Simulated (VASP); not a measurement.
Mo, 1 atom in the cell. Symmetry: Im-3m, No. 229, cubic system. Conventional cell: a = 3.203 Å, b = 3.203 Å, c = 3.203 Å, α = 90.00°, β = 90.00°, γ = 90.00°. Around Mo (site symmetry m-3m) lie 8 Mo at 2.77 Å.  The cell isn't the ideal one: a relaxed cell with its volume scaled by 1.04.

```yaml
Program: VASP 6.6.1
Task: relaxation of the atoms
Functional: PBE
Potentials_or_basis: VASP PAW PBE potentials, release 64 (Mo_sv)
Cutoff: 600 eV
k_mesh: 16 × 16 × 16
Occupations: methfessel-paxton, width 0.1 eV
Spin: no spin polarisation
Further_INCAR_settings: ALGO = Fast; EDIFF = 1e-07; IBRION = 2; EDIFFG = -0.01; NSW = 40
```

Potentials or basis: VASP PAW PBE potentials, release 64 (Mo_sv).

The run is started by

```console
$ cat potpaw_PBE.64/Mo_sv/POTCAR > POTCAR
$ mpirun -np 1 vasp_std > vasp.out
```

Hardware: 1 thread of AMD EPYC 7R13 Processor (Zen 3), on a shared host.

Q: How long does it take, and how much memory?

A: It took 27 s on 1 thread of AMD EPYC 7R13 Processor (Zen 3) (shared host), peak memory 0.13 GiB. Counts: scf iterations 15, k points 145, ion steps 1.
